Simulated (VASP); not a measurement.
# Se (P4/mmm) in VASP: a series of runs

Runs on Se. Level: PBE0(alpha). Tasks: single point.

Program: VASP 6.6.1. These are calculated values, not measurements. Logs are shortened: lines on timing, memory, paths and dates and some standing lists are left out, and cuts for length are marked.

**1. The structure**

Symmetry: P4/mmm, No. 123, tetragonal system. Conventional cell: a = 2.635 Å, b = 2.635 Å, c = 4.355 Å, α = 90.00°, β = 90.00°, γ = 90.00°. Se (site symmetry 4/mmm) is surrounded by 4 Se at 2.63 Å.

The cell was built by a generator and needn't be a form met in nature.

**2. Single point, PBE0(alpha)**

File POSCAR:

```
Se
1.0
    2.6349700000      0.0000000000      0.0000000000
    0.0000000000      2.6349700000      0.0000000000
    0.0000000000      0.0000000000      4.3548700000
Se
1
Direct
    0.5000000000      0.5000000000      0.0000000000
```

File INCAR.step1:

```
ALGO = Normal
EDIFF = 1E-5
ENCUT = 520
GGA = PE
ISIF = 2
ISMEAR = -1
LASPH = True
LCHARG = False
LREAL = False
LWAVE = True
NBANDS = 9
NELM = 60
PREC = Accurate
SIGMA = 0.05
```

File INCAR.step2:

```
AEXX = 0.2
ALGO = Normal
EDIFF = 1E-6
ENCUT = 520
GGA = PE
HFRCUT = -1
ISIF = 2
ISMEAR = -1
ISTART = 1
LASPH = True
LCHARG = False
LHFCALC = True
LREAL = False
LWAVE = False
NBANDS = 9
NELM = 60
PREC = Accurate
PRECFOCK = Fast
SIGMA = 0.05
```

File KPOINTS:

```
k-points
0
Gamma
  5 5 3
```

Potentials or basis: VASP PAW PBE potentials, release 64 (Se).

The run is started by

```
cat potpaw_PBE.64/Se/POTCAR > POTCAR
cp INCAR.step1 INCAR
mpirun -np 1 vasp_std > vasp.out
cp INCAR.step2 INCAR
mpirun -np 1 vasp_std > vasp.out
```

OUTCAR:

```text
AEXX = 0.2
   EDIFF = 1E-6
   ENCUT = 520
   GGA = PE
   ISIF = 2
   ISMEAR = -1
   ISTART = 1
   LASPH = True
   LHFCALC = True
   LREAL = False
   NELM = 60
   PREC = Accurate
   PRECFOCK = Fast

 ion  position               nearest neighbor table
   1  0.500  0.500  0.000-

  LATTYP: Found a simple tetragonal cell.
 ALAT       =     2.6349700000
 C/A-ratio  =     1.6527209038

  Lattice vectors:

 A1 = (   2.6349700000,   0.0000000000,   0.0000000000)
 A2 = (   0.0000000000,   2.6349700000,   0.0000000000)
 A3 = (   0.0000000000,   0.0000000000,   4.3548700000)

Analysis of symmetry for initial positions (statically):
=====================================================================
 Subroutine PRICEL returns:
 Original cell was already a primitive cell.

 Routine SETGRP: Setting up the symmetry group for a
 simple tetragonal supercell.

 Subroutine GETGRP returns: Found 16 space group operations
 (whereof 16 operations were pure point group operations)
 out of a pool of 16 trial point group operations.

The static configuration has the point symmetry D_4h.

Analysis of symmetry for dynamics (positions and initial velocities):
=====================================================================
 Subroutine PRICEL returns:
 Original cell was already a primitive cell.

 Routine SETGRP: Setting up the symmetry group for a
 simple tetragonal supercell.

 Subroutine GETGRP returns: Found 16 space group operations
 (whereof 16 operations were pure point group operations)
 out of a pool of 16 trial point group operations.

The dynamic configuration has the point symmetry D_4h.

 Subroutine INISYM returns: Found 16 space group operations
 (whereof 16 operations are pure point group operations),
 and found     1 'primitive' translations

----------------------------------------------------------------------------------------

                                     Primitive cell

  volume of cell :      30.2362

  direct lattice vectors                    reciprocal lattice vectors
     2.634970000  0.000000000  0.000000000     0.379510962  0.000000000  0.000000000
     0.000000000  2.634970000  0.000000000     0.000000000  0.379510962  0.000000000
     0.000000000  0.000000000  4.354870000     0.000000000  0.000000000  0.229627980

  length of vectors
     2.634970000  2.634970000  4.354870000     0.379510962  0.379510962  0.229627980

  position of ions in fractional coordinates (direct lattice)
     0.500000000  0.500000000  0.000000000

  ion indices of the primitive-cell ions
   primitive index   ion index
                 1           1

----------------------------------------------------------------------------------------

 KPOINTS: k-points

Automatic generation of k-mesh.
 Grid dimensions read from file:
 generate k-points for:    5    5    3

 Generating k-lattice:

  Cartesian coordinates                     Fractional coordinates (reciprocal lattice)
     0.075902192  0.000000000  0.000000000     0.200000000  0.000000000  0.000000000
     0.000000000  0.075902192  0.000000000     0.000000000  0.200000000  0.000000000
     0.000000000  0.000000000  0.076542660     0.000000000  0.000000000  0.333333333

  Length of vectors
     0.075902192  0.075902192  0.076542660

  Shift w.r.t. Gamma in fractional coordinates (k-lattice)
     0.000000000  0.000000000  0.000000000

 Subroutine IBZKPT returns following result:
 ===========================================

 Found     12 irreducible k-points:

 Following reciprocal coordinates:
            Coordinates               Weight
  0.000000  0.000000  0.000000      1.000000
  0.200000  0.000000  0.000000      4.000000
  0.400000  0.000000  0.000000      4.000000
  0.200000  0.200000  0.000000      4.000000
  0.400000  0.200000  0.000000      8.000000
  0.400000  0.400000  0.000000      4.000000
  0.000000  0.000000  0.333333      2.000000
  0.200000  0.000000  0.333333      8.000000
  0.400000  0.000000  0.333333      8.000000
  0.200000  0.200000  0.333333      8.000000
  0.400000  0.200000  0.333333     16.000000
  0.400000  0.400000  0.333333      8.000000
   k-points           NKPTS =     12   k-points in BZ     NKDIM =     75   number of bands    NBANDS=      9
   number of dos      NEDOS =    301   number of ions     NIONS =      1
   total plane-waves  NPLWV =  12800
   dimension x,y,z NGX =    20 NGY =   20 NGZ =   32
   dimension x,y,z NGXF=    40 NGYF=   40 NGZF=   64
   ions per type =               1
   NGX,Y,Z   is equivalent  to a cutoff of  12.62, 12.62, 12.22 a.u.
   NGXF,Y,Z  is equivalent  to a cutoff of  25.24, 25.24, 24.43 a.u.
 SYSTEM =  unknown system
   PREC   = accura    normal or accurate (medium, high low for compatibility)
   ISTART =      1    job   : 0-new  1-cont  2-samecut
   ICHARG =      0    charge: 1-file 2-atom 10-const
   ISPIN  =      1    spin polarized calculation?
   LNONCOLLINEAR =      F non collinear calculations
   LSORBIT =      F    spin-orbit coupling
   LASPH  =      T    aspherical Exc in radial PAW
   ENCUT  =  520.0 eV  38.22 Ry    6.18 a.u.   4.90  4.90  8.10*2*pi/ulx,y,z
   NELM   =     60;   NELMIN=  2; NELMDL=  0     # of ELM steps
   EDIFF  = 0.1E-05   stopping-criterion for ELM
   LREAL  =      F    real-space projection
   EDIFFG = 0.1E-04   stopping-criterion for IOM
   NSW    =      0    number of steps for IOM
   IBRION =     -1    ionic relax: 0-MD 1-quasi-New 2-CG
   NFREE  =      0    steps in history (QN), initial steepest desc. (CG)
   ISIF   =      2    stress and relaxation
   ISYM   =      3    0-nonsym 1-usesym 2-fastsym
   POTIM  = 0.5000    time-step for ionic-motion
   TEBEG  =    0.0;   TEEND  =   0.0 temperature during run
   PSTRESS=    0.0 pullay stress
   NELECT =       6.0000    total number of electrons
   NUPDOWN=      -1.0000    fix difference up-down
   EMIN   =  10.00;   EMAX   =-10.00  energy-range for DOS
   EFERMI =   0.00;   METHOD = LEGACY
   ISMEAR =    -1;   SIGMA  =   0.05  broadening in eV -4-tet -1-fermi 0-gaus
   EFERMI_NEDOS =   21; number of points for ismear=-14 and -15
   IALGO  =     38    algorithm
   IMIX   =      1    mixing-type and parameters
     AMIX     =   0.40;   BMIX     =  1.00
     AMIX_MAG =   1.60;   BMIX_MAG =  1.00
  volume/ion in A,a.u.               =      30.24       204.04
  Fermi-wavevector in a.u.,A,eV,Ry     =   0.954882  1.804465 12.405789  0.911800
  Thomas-Fermi vector in A             =   2.083669
   LORBIT       =      0    0 simple, 1 ext, 2 COOP (PROOUT), +10 PAW based schemes
   GGA     = PE    functional components
   LHFCALC =     T    Hartree Fock is set to
   PRECFOCK=fast      Normal, Fast or Accurate (Low or Medium for compatibility)
   ENCUT4O =  -1.0   cutoff for four orbital integrals eV
   NKREDX  =     1    reduce k-point grid by
   NKREDY  =     1    reduce k-point grid by
   NKREDZ  =     1    reduce k-point grid by
   AEXX    =    0.2000 exact exchange contribution
   HFSCREEN=    0.0000 screening length (either q_TF or 0.3 A-1)
   HFSCREENC=   0.0000 screening length for correlation (either q_TF or 0.3 A-1)
   ENCUTFOCK=  -1.0 apply spherical cutoff to Coloumb kernel
   IVDW    =     0    specifies the selected vdW correction
   LEPSILON=     F    determine dielectric tensor
   LRPA    =     F    only Hartree local field effects (RPA)
 non-spin polarized calculation
  energy-cutoff  :      520.00
  volume of cell :       30.24
 maximum number of plane-waves:       827
 NGX is ok and might be reduce to    20
  NGX = 12; NGY = 12; NGZ = 20

 number of electron       6.0000000 magnetization

 Free energy of the ion-electron system (eV)
  ---------------------------------------------------
  ext. energy  EPLUGINS =         0.00000000
  ---------------------------------------------------
  free energy    TOTEN  =        -4.03714407 eV

  energy without entropy =       -4.03391564  energy(sigma->0) =       -4.03552986

 E-fermi :   1.8221     XC(G=0):  -6.8433

 val. band max:        1.7684817085   @ k =   0.2000   0.2000   0.0000
 cond. band min:       2.1392862527   @ k =   0.2000   0.2000   0.3333
 fundamental gap:      0.3708045442
 Fermi energy:         1.8221014165

 k-point     1 :       0.0000    0.0000    0.0000
  band No.  band energies     occupation
      1     -15.7988      2.00000
      2      -2.7701      2.00000
      3       5.8912      0.00000
      4       6.1871      0.00000
      5       6.1871      0.00000
      6      12.0679      0.00000
      7      14.2919      0.00000
      8      20.6397      0.00000
      9      22.2693      0.00000

 k-point     2 :       0.2000    0.0000    0.0000
  band No.  band energies     occupation
      1     -14.9723      2.00000
      2      -1.9749      2.00000
      3       0.2414      2.00000
      4       6.7618      0.00000
      5       6.7881      0.00000
      6      13.8427      0.00000
      7      15.0695      0.00000
      8      18.5062      0.00000
      9      21.3614      0.00000

 k-point     3 :       0.4000    0.0000    0.0000
  band No.  band energies     occupation
      1     -13.0389      2.00000
      2      -5.1796      2.00000
      3      -0.3084      2.00000
      4       8.1622      0.00000
      5       9.2978      0.00000
      6      10.1994      0.00000
      7      13.6268      0.00000
      8      16.3332      0.00000
      9      19.7904      0.00000

 k-point     4 :       0.2000    0.2000    0.0000
  band No.  band energies     occupation
      1     -14.2084      2.00000
      2      -1.2661      2.00000
      3       0.6086      2.00000
      4       1.7685      1.49010
      5       7.6125      0.00000
      6      15.1906      0.00000
      7      16.7554      0.00000
      8      17.0615      0.00000
      9      19.5373      0.00000
[... 61 lines left out ...]
 k-point    10 :       0.2000    0.2000    0.3333
  band No.  band energies     occupation
      1     -14.1543      2.00000
      2      -2.0888      2.00000
      3       0.6504      2.00000
      4       2.1393      0.00351
      5      10.2302      0.00000
      6      14.3360      0.00000
      7      15.2637      0.00000
      8      17.3535      0.00000
      9      18.8415      0.00000

 k-point    11 :       0.4000    0.2000    0.3333
  band No.  band energies     occupation
      1     -12.2145      2.00000
      2      -4.3792      2.00000
      3      -0.2150      2.00000
      4       3.3842      0.00000
      5       8.9324      0.00000
      6      12.8351      0.00000
      7      13.6188      0.00000
      8      16.8678      0.00000
      9      18.6893      0.00000

 k-point    12 :       0.4000    0.4000    0.3333
  band No.  band energies     occupation
      1     -10.0960      2.00000
      2      -2.9611      2.00000
      3      -2.5127      2.00000
      4       2.1839      0.00144
      5       8.1552      0.00000
      6      10.8356      0.00000
      7      11.8693      0.00000
      8      16.3450      0.00000
      9      16.9569      0.00000

------------------------ aborting loop because EDIFF is reached ----------------------------------------

  FORCE on cell =-STRESS in cart. coord.  units (eV):
  Direction    XX          YY          ZZ          XY          YZ          ZX
  --------------------------------------------------------------------------------------
  -------------------------------------------------------------------------------------
  Total       -0.8674056     -0.8674056      0.1055254      0.0000000      0.0000000     -0.0000000
  in kB      -45.9627778    -45.9627778      5.5916611      0.0000000      0.0000000     -0.0000000
  external PRESSURE =     -28.7779648 kB  Pullay stress =       0.0000000 kB

 VOLUME and BASIS-vectors are now :
 -----------------------------------------------------------------------------
  energy-cutoff  :      520.00
  volume of cell :       30.24
      direct lattice vectors                 reciprocal lattice vectors
     2.634970000  0.000000000  0.000000000     0.379510962  0.000000000  0.000000000
     0.000000000  2.634970000  0.000000000     0.000000000  0.379510962  0.000000000
     0.000000000  0.000000000  4.354870000     0.000000000  0.000000000  0.229627980

 POSITION                                       TOTAL-FORCE (eV/Angst)
 -----------------------------------------------------------------------------------
      1.31749      1.31749      0.00000         0.000000      0.000000      0.000000
 -----------------------------------------------------------------------------------
    total drift:                               -0.000000      0.000000      0.000000

  FREE ENERGIE OF THE ION-ELECTRON SYSTEM (eV)
  ---------------------------------------------------
  free  energy   TOTEN  =        -4.0371440722 eV

  energy  without entropy=       -4.0339156387  energy(sigma->0) =       -4.03552986
```

Wall time 16 s (1 thread of Intel Xeon 6975P-C (Granite Rapids), shared host); peak memory 0.13 GiB.

Results:

| Property | Result |
| --- | --- |
| Free energy | -4.0371 eV |
| Pressure | -2.9 GPa |
| Band gap on the k mesh | none (metal or under the smearing width) |

Stress tensor (GPa, compression positive):
```
-4.60  0.00  0.00
 0.00 -4.60  0.00
 0.00  0.00  0.56
```

Caveat: the k mesh is coarse (spacing up to 0.48 Å⁻¹), so the values aren't converged, least of all with exact exchange; the PAW data sets were made with another functional, which shifts forces and pressure a little.

**3. Single point, PBE0(alpha)**

POSCAR is that of step 2.

INCAR.step1 is that of step 2.

Edit INCAR.step2 of step 2 so:

```diff
@@ -1,2 +1,2 @@
-AEXX = 0.2
+AEXX = 0.25
 ALGO = Normal
```

KPOINTS is that of step 2.

Potentials or basis: VASP PAW PBE potentials, release 64 (Se).

The run is started by

```
cat potpaw_PBE.64/Se/POTCAR > POTCAR
cp INCAR.step1 INCAR
mpirun -np 1 vasp_std > vasp.out
cp INCAR.step2 INCAR
mpirun -np 1 vasp_std > vasp.out
```

Wall time 16 s (1 thread of Intel Xeon 6975P-C (Granite Rapids), shared host); peak memory 0.13 GiB.

Results (log left out):

```yaml
Free_energy: -4.2884 eV
Pressure: -3.5 GPa
Band_gap_on_the_k_mesh: none (metal or under the smearing width)
```

Stress tensor (GPa, compression positive):
```
-5.48  0.00  0.00
 0.00 -5.48  0.00
 0.00  0.00  0.49
```

Levels at points of the mesh, in eV from the Fermi level:
```tsv
k point	band 1	band 2	band 3	band 4	band 5	band 6	band 7
(0.00, 0.00, 0.00)	-18.09	-4.86	4.20	4.54	4.54	10.43	12.69
```

Caveat: the k mesh is coarse (spacing up to 0.48 Å⁻¹), so the values aren't converged, least of all with exact exchange; the PAW data sets were made with another functional, which shifts forces and pressure a little.

**4. Single point, PBE0(alpha)**

POSCAR is that of step 3.

INCAR.step1 is that of step 3.

Edit INCAR.step2 of step 3 so:

```diff
@@ -1,2 +1,2 @@
-AEXX = 0.25
+AEXX = 0.3
 ALGO = Normal
```

KPOINTS is that of step 3.

The run is started by

```
cat potpaw_PBE.64/Se/POTCAR > POTCAR
cp INCAR.step1 INCAR
mpirun -np 1 vasp_std > vasp.out
cp INCAR.step2 INCAR
mpirun -np 1 vasp_std > vasp.out
```

Wall time 16 s (1 thread of Intel Xeon 6975P-C (Granite Rapids), shared host); peak memory 0.13 GiB.

The run converged. Its results:

- Free energy: -4.5412 eV
- Pressure: -4.1 GPa
- Band gap on the k mesh: none (metal or under the smearing width)

Stress tensor (GPa, compression positive):
```
-6.37  0.00  0.00
 0.00 -6.37  0.00
 0.00  0.00  0.43
```

Levels at points of the mesh, in eV from the Fermi level:
```csv
k point,band 1,band 2,band 3,band 4,band 5,band 6,band 7,band 8
"(0.00, 0.00, 0.00)",-18.56,-5.13,4.34,4.71,4.71,10.62,12.92,19.35
```

Caveat: the k mesh is coarse (spacing up to 0.48 Å⁻¹), so the values aren't converged, least of all with exact exchange; the PAW data sets were made with another functional, which shifts forces and pressure a little.

(Continued in part 2 of 2.)
